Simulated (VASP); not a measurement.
Crystal: GeSe.

```xyz
8
Lattice="10.9656 0.0000 0.0000 0.0000 3.8828 0.0000 0.0000 0.0000 4.4200" Properties=species:S:1:pos:R:3 pbc="T T T"
Ge    1.3531    2.9121    3.9229
Ge    6.8359    2.9121    2.7072
Ge    4.1297    0.9707    1.7128
Ge    9.6125    0.9707    0.4972
Se    9.3744    2.9121    2.2182
Se    3.8916    2.9121    4.4118
Se    7.0740    0.9707    0.0082
Se    1.5912    0.9707    2.2018
```

Base run:

- Program: VASP 6.6.1
- Functional: PBE
- Potentials or basis: VASP PAW PBE potentials, release 64 (Ge_d, Se)
- Cutoff: 520 eV
- k mesh: 4 × 8 × 6
- Occupations: gaussian, width 0.03 eV
- Spin: no spin polarisation

Its results: band gap on the k mesh 0.71 eV, indirect (least direct gap 0.92 eV).

Q: After a change of settings the same cell gave: band gap on the k mesh 1.07 eV, indirect (least direct gap 1.27 eV). Which change was it?
A. functional from PBE to LDA; potentials or basis from VASP PAW PBE potentials, release 64 (Ge_d, Se) to VASP PAW LDA potentials, release 64 (Ge_d, Se)
B. functional from PBE to TB-mBJ
C. further incar settings from ALGO = Normal; EDIFF = 1e-06; NBANDS = 50 to ALGO = Normal; EDIFF = 1e-06; NBANDS = 88

A: B.
